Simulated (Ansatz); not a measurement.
Here is an Ansatz 0.2.0 calculation.

input.yaml

```yaml
crystal:
  lattice:
    - [0.0, 2.365, 2.365]
    - [2.365, 0.0, 2.365]
    - [2.365, 2.365, 0.0]
  atoms:
    - { symbol: Zr, position: [0.5, 0.5, 0.5] }
    - { symbol: C, position: [0.0, 0.0, 0.0] }
hamiltonian:
  xc: pbesol
  pseudopotentials: { kind: paw }
kpoints:
  mp_grid: { grid: [10, 10, 10] }
  band_path:
    path:
      - [[0.0, 0.0, 0.0], [0.5, 0.0, 0.5], [0.5, 0.25, 0.75], [0.375, 0.375, 0.75], [0.0, 0.0, 0.0], [0.5, 0.5, 0.5], [0.625, 0.25, 0.625], [0.5, 0.25, 0.75], [0.5, 0.5, 0.5], [0.375, 0.375, 0.75]]
      - [[0.625, 0.25, 0.625], [0.5, 0.0, 0.5]]
    npoints: 14
scf:
  occupations: { method: fermi_dirac, width: 0.05 }
  n_extra_bands: 6
output:
  forces: true
  stress: true
  eigenvalues: true
  fatbands: false
```

Potentials or basis: Ansatz PAW.

Run with:

```bash
$ ansatz run input.yaml --threads 2 --pin off --max-ram 5632MiB --backend cpu --events-out ev --progress --plain --runs-dir out
```

(1) Predict the pressure.

(2) Predict the band gap on the k mesh.

## Answers

(1) -8.5 GPa.

(2) none (metal or under the smearing width).

Caveat: the PAW data sets come from PBE, with cores solved anew for the run's functional, which leaves a small shift of forces and pressure.
